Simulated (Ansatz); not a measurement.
# Calculated 17O NMR of the central transition for SiO2 at a changed volume

Cell: a computed structure from the Materials Project (it need not be an observed phase), relaxed with PBE at fixed cell and then changed (volume scaled by 1.03).

```cif
data_SiO2
_symmetry_space_group_name_H-M 'P2_13'
_symmetry_Int_Tables_number 198
_cell_length_a 7.1519
_cell_length_b 7.1519
_cell_length_c 7.1519
_cell_angle_alpha 90.000
_cell_angle_beta 90.000
_cell_angle_gamma 90.000
loop_
_atom_site_label
_atom_site_type_symbol
_atom_site_symmetry_multiplicity
_atom_site_Wyckoff_symbol
_atom_site_fract_x
_atom_site_fract_y
_atom_site_fract_z
Si1 Si 4 a 0.9771 0.5229 0.4771
Si5 Si 4 a 0.7142 0.7858 0.2142
O9 O 12 b 0.8607 0.3328 0.5326
O17 O 4 a 0.1542 0.1542 0.1542
```

One atom of each set is listed.

Method: Kohn–Sham DFT in Ansatz, PBE, plane waves and PAW (field gradients read without the response of the frozen cores, which leaves them typically 4 to 6 % off), scalar-relativistic, 420 eV cutoff, Γ-centred 3×3×3 k-points, Fermi–Dirac smearing 0.02 eV.

17O has I = 5/2 and Q = -25.58 mb (Pyykkö 2018); at 9.4 T its Larmor frequency is ν₀ = 54.3 MHz. Only the quadrupole interaction is simulated: positions count from each site's isotropic chemical shift, and J coupling is left out, as are shift anisotropy and dipolar coupling, which fast spinning averages.

(1) Simulate the second-order pattern (fast magic-angle spinning, Gaussian broadening 0.3 kHz) of site O17 (2 Si at 1.63 Å, angle 180°).

Results:

(1) The calculation gives C_Q = -7.09 MHz and η = 0.00, so ν_Q = 1.06 MHz and the centre of gravity lies at -102 ppm (-5.56 kHz).

offset (kHz), height and a bar:
```
   -14.49          0 
   -14.15          0 
   -13.81          3 #
   -13.47          4 #
   -13.13          4 #
   -12.79          4 #
   -12.45          5 #
   -12.11          5 #
   -11.77          5 #
   -11.43          5 #
   -11.09          5 #
   -10.75          5 ##
   -10.41          5 ##
   -10.07          5 ##
    -9.73          6 ##
    -9.39          6 ##
    -9.04          8 ###
    -8.70         68 ####################
    -8.36         69 #####################
    -8.02         47 ##############
    -7.68         40 ############
    -7.34         36 ###########
    -7.00         34 ##########
    -6.66         32 ##########
    -6.32         32 ##########
    -5.98         31 #########
    -5.64         31 #########
    -5.30         31 #########
    -4.96         32 ##########
    -4.62         33 ##########
    -4.28         34 ##########
    -3.94         36 ###########
    -3.60         38 ############
    -3.26         42 #############
    -2.92         49 ###############
    -2.58         61 ##################
    -2.24        100 ##############################
    -1.90         66 ####################
    -1.56          1 
    -1.22          0
```

An axis of threefold or higher order runs through O17, so V_zz lies along it and η is zero.

The atoms aren't relaxed in the changed cell (largest force 0.3 eV/Å).

The run took 15 s of wall time (15 s of CPU time) and 0.57 GiB at its peak, on 1 thread of Intel Xeon Platinum 8259CL CPU @ 2.50GHz (Skylake/Cascade Lake) (x86_64; 16 cores open to the job, memory cap 3.0 GiB, no GPU), a shared host with a load of 0.3 a core.
